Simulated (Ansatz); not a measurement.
Reactions of C₄H₁₀Si (`CCC=C[SiH3]`).

Isolated molecules relaxed with PBE0-D4/def2-TZVP in Ansatz; ΔE leaves out vibrations. CCSD(T)/CBS adds triple-zeta CCSD(T) − MP2 to the extrapolated MP2 energy (def2 sets, frozen cores). This one scheme is used for every species. Double bonds are as drawn, so ΔE can hold a change between cis and trans. For Br, Ge outer-core shells are correlated without core-valence functions, which leaves a few kJ/mol of doubt a bond. Scalar relativity is left out up to krypton. Each species was taken in one conformer, which may not be the lowest.

Question: Order these by ΔE at CCSD(T)/CBS, lowest first. (An estimate is asked.)
A. `CC/C=C/[SiH3]` + HBr → `[SiH3]/C=C/Br` + ethane
B. `CC/C=C/[SiH3]` + `O[Si]Br` → `[SiH3]O[Si]Br` + `C=CCC`
C. `CC/C=C/[SiH3]` + `C[SiH2]O` → `CCO[SiH2]C` + `C=C[SiH3]`
D. `CC/C=C/[SiH3]` + `FB1CS1` → `FB1SC1[SiH3]` + `C=CCC`
E. `CC/C=C/[SiH3]` + `ClC1=C(Br)C1` → `[SiH3]C1=C(Cl)C1` + `CC/C=C\Br`
F. `CC/C=C/[SiH3]` + `C#CS` → `C#CS[SiH3]` + `C=CCC`
G. `CC/C=C/[SiH3]` + `[OH][GeH]([OH])[GeH3]` → `[OH][Ge]([OH])([SiH3])[GeH3]` + `C=CCC`

Answer: B (-22.9 kcal/mol), F (-13.6 kcal/mol), E (-8.6 kcal/mol), G (-3.3 kcal/mol), D (-1.2 kcal/mol), A (+4.5 kcal/mol), C (+13.4 kcal/mol).

Largest T1 diagnostic: 0.014, for `FB1CS1`.
